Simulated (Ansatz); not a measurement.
# NiSi2/GaP/NiSi2: conductance against the thickness of the layer, part 4 of 6

Aim: the conductance of NiSi2/GaP/NiSi2 junctions as the barrier thickens. Both electrodes are NiSi2 fluorite(111); the barrier is GaP zinc blende(111) (whole bilayers). In the first transport cell, after relaxation, the nearest pair of electrode and barrier is Si–P at 2.28 Å, along the normal, at the lower face and Si–Ga at 2.47 Å, along the normal, at the upper one. All share a net of side 3.84 Å, which strains the lower electrode by +0.0 % and the barrier by -1.4 %, against typed lattice constants near PBE's. The first steps treat the bulk electrodes alone.

Ansatz 0.2.0; PBE DFT, plane waves, PAW files (the session's first sound run).

So far, transmission at the Fermi level (a spin, zone mean): step 4 (the open system: T(E)) 0.0535. Also channels of the lower lead: step 4 1.16.

### Step 5. Conductance, atomic planes in the barrier 4, gap between the electrodes 8.78 Å

Level of this step: PBE DFT, plane waves, PAW files; ballistic transmission by layer matching between semi-infinite leads (Ansatz).

System of this step: NiSi2/GaP/NiSi2. The cell holds 54 atoms: 34 Si, 16 Ni, 2 P and 2 Ga. Cell: a = 3.840 Å, b = 3.840 Å, c = 73.443 Å, α = 90.0°, β = 90.0°, γ = 120.0°. Regions: left electrode, 25 atoms (17 Si and 8 Ni); barrier, 4 atoms (2 P and 2 Ga); right electrode, 25 atoms (17 Si and 8 Ni). Vacuum lies along c.

The conductance needs T(E) within ten thermal energies of the Fermi level, on steps under 1.5 kT, and a finer mesh (24×24), since the current can rest on few wavevectors.

input.yaml reads:

```yaml
crystal:
  lattice:
    - [3.84, 0.0, 0.0]
    - [-1.92, 3.3255375505, 0.0]
    - [0.0, 0.0, 73.4434457883]
  atoms:
    - { symbol: Si, position: [0.0, 0.0, 0.0953114321] }
    - { symbol: Si, position: [0.66666667, 0.33333333, 0.1165756479] }
    - { symbol: Ni, position: [0.0, 0.0, 0.12747539] }
    - { symbol: Si, position: [0.33333333, 0.66666667, 0.1383751322] }
    - { symbol: Si, position: [0.0, 0.0, 0.1596393479] }
    - { symbol: Ni, position: [0.33333333, 0.66666667, 0.17053909] }
    - { symbol: Si, position: [0.66666667, 0.33333333, 0.1814388322] }
    - { symbol: Si, position: [0.33333333, 0.66666667, 0.2027030479] }
    - { symbol: Ni, position: [0.66666667, 0.33333333, 0.21360279] }
    - { symbol: Si, position: [0.0, 0.0, 0.2245025322] }
    - { symbol: Si, position: [0.66666667, 0.33333333, 0.2457667479] }
    - { symbol: Ni, position: [0.0, 0.0, 0.25666649] }
    - { symbol: Si, position: [0.33333333, 0.66666667, 0.2675662322] }
    - { symbol: Si, position: [0.0, 0.0, 0.2888304479] }
    - { symbol: Ni, position: [0.33333333, 0.66666667, 0.29973019] }
    - { symbol: Si, position: [0.66666667, 0.33333333, 0.3106299322] }
    - { symbol: Si, position: [0.33333333, 0.66666667, 0.3318941479] }
    - { symbol: Ni, position: [0.66666667, 0.33333333, 0.34279389] }
    - { symbol: Si, position: [0.0, 0.0, 0.3536936322] }
    - { symbol: Si, position: [0.66666667, 0.33333333, 0.3749578479] }
    - { symbol: Ni, position: [0.0, 0.0, 0.38585759] }
    - { symbol: Si, position: [0.33333333, 0.66666667, 0.3967573322] }
    - { symbol: Si, position: [0.0, 0.0, 0.4180215479] }
    - { symbol: Ni, position: [0.33333333, 0.66666667, 0.42892129] }
    - { symbol: Si, position: [0.66666667, 0.33333333, 0.4408651453] }
    - { symbol: P, position: [0.66666667, 0.33333333, 0.4719622906] }
    - { symbol: Ga, position: [0.0, 0.0, 0.4832300003] }
    - { symbol: P, position: [0.0, 0.0, 0.5156868488] }
    - { symbol: Ga, position: [0.33333333, 0.66666667, 0.5267919329] }
    - { symbol: Si, position: [0.33333333, 0.66666667, 0.5604228748] }
    - { symbol: Ni, position: [0.66666667, 0.33333333, 0.57107871] }
    - { symbol: Si, position: [0.0, 0.0, 0.5819784521] }
    - { symbol: Si, position: [0.66666667, 0.33333333, 0.6032426678] }
    - { symbol: Ni, position: [0.0, 0.0, 0.61414241] }
    - { symbol: Si, position: [0.33333333, 0.66666667, 0.6250421521] }
    - { symbol: Si, position: [0.0, 0.0, 0.6463063678] }
    - { symbol: Ni, position: [0.33333333, 0.66666667, 0.65720611] }
    - { symbol: Si, position: [0.66666667, 0.33333333, 0.6681058521] }
    - { symbol: Si, position: [0.33333333, 0.66666667, 0.6893700678] }
    - { symbol: Ni, position: [0.66666667, 0.33333333, 0.70026981] }
    - { symbol: Si, position: [0.0, 0.0, 0.7111695521] }
    - { symbol: Si, position: [0.66666667, 0.33333333, 0.7324337678] }
    - { symbol: Ni, position: [0.0, 0.0, 0.74333351] }
    - { symbol: Si, position: [0.33333333, 0.66666667, 0.7542332521] }
    - { symbol: Si, position: [0.0, 0.0, 0.7754974678] }
    - { symbol: Ni, position: [0.33333333, 0.66666667, 0.78639721] }
    - { symbol: Si, position: [0.66666667, 0.33333333, 0.7972969521] }
    - { symbol: Si, position: [0.33333333, 0.66666667, 0.8185611678] }
    - { symbol: Ni, position: [0.66666667, 0.33333333, 0.82946091] }
    - { symbol: Si, position: [0.0, 0.0, 0.8403606521] }
    - { symbol: Si, position: [0.66666667, 0.33333333, 0.8616248678] }
    - { symbol: Ni, position: [0.0, 0.0, 0.87252461] }
    - { symbol: Si, position: [0.33333333, 0.66666667, 0.8834243521] }
    - { symbol: Si, position: [0.0, 0.0, 0.9046885679] }
kpoints:
  mp_grid: { grid: [8, 8, 1] }
scf:
  occupations: { method: fermi_dirac, width: 0.1 }
  max_iter: 150
hamiltonian:
  xc: pbe
output:
  transmission:
    kmesh: [24, 24]
    e_range: [-0.26, 0.27]
    de: 0.0375
    leads: [[10, 13], [40, 43]]
```

On the command line:

```console
$ ansatz run input.yaml --threads 8 --pin off --max-ram 24576MiB --backend cpu --events-out ev --progress --plain --runs-dir out
```

Numbers of over 12 decimals in the logs are rounded to 6 here.

Output:

```text
[...]
Crystal: 54 atoms, lattice volume = 937.878 Å³
Basis set: ecut = 420 eV, 18269 PW (Γ)
Bands: 284, of which v1, the nominal top of the filled ones, is band 230 counted from 1 (229 counted from 0)
Symmetry: 6 space group operations
[...]
k-points: 10 of 64 (time reversal used)
[...]
SCF iter   1: F=—  HF=-124146.296092 eV  |F-HF|=—  |Δ(HF+E_count)|=         —  Δρ=1.30e-2  dr2=2.17e1  ethr=1.77e-3  ⟨swp⟩=9.3  Hψ=14394  notcnv=0  defer=78
[...]
SCF iter  12: F=-124146.039401 eV  HF=-124146.039401 eV  |F-HF|=2.76e-9  |Δ(HF+E_count)|=   3.66e-8  Δρ=4.76e-7  dr2=3.72e-9  ethr=2.17e-11  ⟨swp⟩=16.2  Hψ=11807  notcnv=0
SCF 1 converged in 12 iterations: F = -124146.039401 eV  dr2 = 3.72e-9
[...]
transmission: 310 of 2989 steps passed
transmission: 604 of 2989 steps passed
[...]
transmission: 2989 of 2989 steps passed
SCF converged after 12 iterations
Free energy (F): -124146.039401 eV
[...]
Internal energy: -124145.552744 eV  (E = F + TS)
E sigma→0 (E₀):  -124145.796072 eV
Entropy (-TS):   -0.486657 eV (-9.012 meV/atom)
Fermi energy:    8.823215 eV
[...]
--- Band table (eV; the first three rows and the last of 10) ---
  k-point 0: bands = [... 226 lower, 9.9018, 10.0073, 10.0491, 10.0491, 10.0842, 10.0842, 10.1088, 10.2299, ... 50 higher]
  k-point 1: bands = [... 226 lower, 9.4887, 9.5689, 9.6075, 9.6253, 9.6779, 9.7049, 9.7288, 9.7974, ... 50 higher]
  k-point 2: bands = [... 226 lower, 8.6554, 8.6641, 8.7489, 8.7979, 8.9115, 8.9180, 9.0021, 9.0488, ... 50 higher]
  k-point 9: bands = [... 226 lower, 7.3335, 7.5099, 7.5142, 7.8236, 7.9845, 8.2370, 8.2402, 9.2044, ... 50 higher]
--- Transmission ---
  basis      : 109 plane waves across, 49 finite elements along
  points     : 61, standing for a mesh of 24 x 24
  filling    : by the input's occupations and mesh, since the crystals that have channels conduct as metals do. If one of these is a semiconductor, that mesh has misplaced its level
[...]
filled         : 23.0 meV under the level at which it is neutral
    channels       : 1.060764e0 a spin
    conductance    : 6.3013e14 S/m² at 300 K; may be off by some 0.0 % by where its bands' edges are placed, 5.5 % from the k-mesh, 1.1 % from the distance to neutral
    slowest decay  : 0.0344 /Å at (0.2083, 0.1667)
[...]
filled         : 17.8 meV under the level at which it is neutral
    channels       : 1.039931e0 a spin
[...]
slowest decay  : 0.0376 /Å at (0.2083, 0.1667)
  junction   : crystal 0 to crystal 1, 20.43 to 53.01 Å
    transmission   : 1.125608e-1 a spin
    conductance    : 7.0376e13 S/m² at 300 K (8.7073e13 on every other point, 7.0408e13 on every other energy)
    error estimate : 0.0 % from the energy spacing and 0.6 % from band edges of the leads and from resonances (wavevectors taken as independent; lower de), 18.0 % from the k-mesh, 23.9 % from the steps of its leads' Hamiltonians or their offsets (lay more layers), 0.5 % from the distance to neutral
    resistance     : 1.2624e-2 Ω µm² beyond half of each lead's own
```

It took 3.7 min on 8 threads of Arm Neoverse V2, shared host; peak memory 9.3 GiB.

Numbers from this step:

```
free energy                                         : -124146.0394 eV
Fermi energy                                        : 8.823 eV
transmission at the Fermi level (a spin, zone mean) : 0.1126
channels of the lower lead                          : 1.061
channels of the upper lead                          : 1.040
ballistic conductance of the lower lead             : 6.30e14 S/m²
potential step in the upper lead                    : 10 meV
ballistic conductance of the upper lead             : 6.31e14 S/m²
junction conductance                                : 7.04e13 S/m²
error estimates by source, in the log's order       : 0, 0.6, 18, 23.9, 0.5 %
resistance-area product beyond the leads            : 0.01262 Ω um²
```

One spin. The transmission, zone mean by energy, zero at the Fermi level:

| energy (eV) | transmission, zone mean |
| --- | --- |
| -0.260 | 0.105 |
| -0.223 | 0.0922 |
| -0.185 | 0.0998 |
| -0.147 | 0.104 |
| -0.110 | 0.110 |
| -0.072 | 0.120 |
| -0.035 | 0.131 |
| 0.003 | 0.113 |
| 0.040 | 0.111 |
| 0.077 | 0.119 |
| 0.115 | 0.123 |
| 0.152 | 0.125 |
| 0.190 | 0.126 |
| 0.228 | 0.148 |
| 0.265 | 0.151 |

One spin. The open channels, zone mean by energy, zero at the Fermi level:

| energy (eV) | lower lead | upper lead |
| --- | --- | --- |
| -0.260 | 0.821 | 0.842 |
| -0.223 | 0.852 | 0.852 |
| -0.185 | 0.894 | 0.915 |
| -0.147 | 0.915 | 0.967 |
| -0.110 | 1.01 | 1.01 |
| -0.072 | 1.03 | 1.01 |
| -0.035 | 1.03 | 1.01 |
| 0.003 | 1.06 | 1.04 |
| 0.040 | 1.06 | 1.06 |
| 0.077 | 1.08 | 1.08 |
| 0.115 | 1.13 | 1.15 |
| 0.152 | 1.15 | 1.15 |
| 0.190 | 1.19 | 1.19 |
| 0.228 | 1.24 | 1.26 |
| 0.265 | 1.28 | 1.28 |

Transmission over k1 and k2. At 0.0025 eV from the Fermi level.

Values, 12 rows by 16 columns, each cell a mean:
```
0.011 0.014 0.008 0.009 0.000 0.000 0.010 0.011 0.014 0.010 0.003 0.000 0.000 0.000 0.001 0.005
0.002 0.008 0.230 0.286 0.113 0.044 0.113 0.207 0.301 0.037 0.002 0.000 0.000 0.000 0.000 0.000
0.000 0.007 0.136 0.326 0.309 0.201 0.192 0.250 0.350 0.239 0.012 0.000 0.000 0.000 0.000 0.000
0.000 0.000 0.032 0.139 0.283 0.468 0.126 0.271 0.385 0.277 0.090 0.012 0.000 0.000 0.000 0.000
0.005 0.011 0.118 0.171 0.188 0.119 0.405 0.436 0.360 0.147 0.151 0.184 0.121 0.031 0.005 0.006
0.013 0.015 0.238 0.411 0.303 0.415 0.390 0.131 0.068 0.354 0.371 0.316 0.354 0.417 0.019 0.014
0.010 0.010 0.038 0.158 0.266 0.322 0.200 0.372 0.194 0.323 0.376 0.225 0.243 0.263 0.113 0.010
0.002 0.002 0.001 0.008 0.024 0.082 0.163 0.327 0.405 0.295 0.345 0.310 0.212 0.102 0.008 0.004
0.000 0.000 0.000 0.000 0.000 0.000 0.123 0.239 0.345 0.221 0.212 0.286 0.263 0.226 0.004 0.000
0.000 0.000 0.000 0.000 0.000 0.000 0.033 0.164 0.477 0.259 0.108 0.140 0.311 0.433 0.115 0.005
0.004 0.001 0.000 0.000 0.000 0.000 0.005 0.011 0.048 0.084 0.012 0.000 0.033 0.091 0.019 0.012
0.012 0.007 0.001 0.000 0.000 0.000 0.005 0.011 0.014 0.009 0.002 0.000 0.000 0.000 0.007 0.012
```
Columns: k1 (b1) from -0.5 to 0.458; rows upwards: k2 (b2) from -0.5 to 0.458.

G = 7.0e13 S/m² (1/G = 0.0142 Ω µm²). The largest error estimate is 24 %, from the leads' potential steps. In the worse lead the potential repeats within 10 meV, which the program lets pass, though it still puts 24 % of error on the junction's conductance through them. By hand, Landauer's formula with T at one energy: G = (e²/h) ΣT / A = 3.874e-5 S × 0.225 / 12.77 Å² = 6.8e13 S/m², with T summed over both spins. The printed value averages T over the Fermi window and is 1.0 times this.

[end of part 4 of 6]

[Logs are printed without paths, hosts, clocks, repeated set-up lines and the standing remarks that a program may print on its own settings, such as how far it seeks lower states.]

[Hosts, paths, dates, database ids (printed as entryN), source tags and the programs' standing remarks are cut or masked in the printed files.]
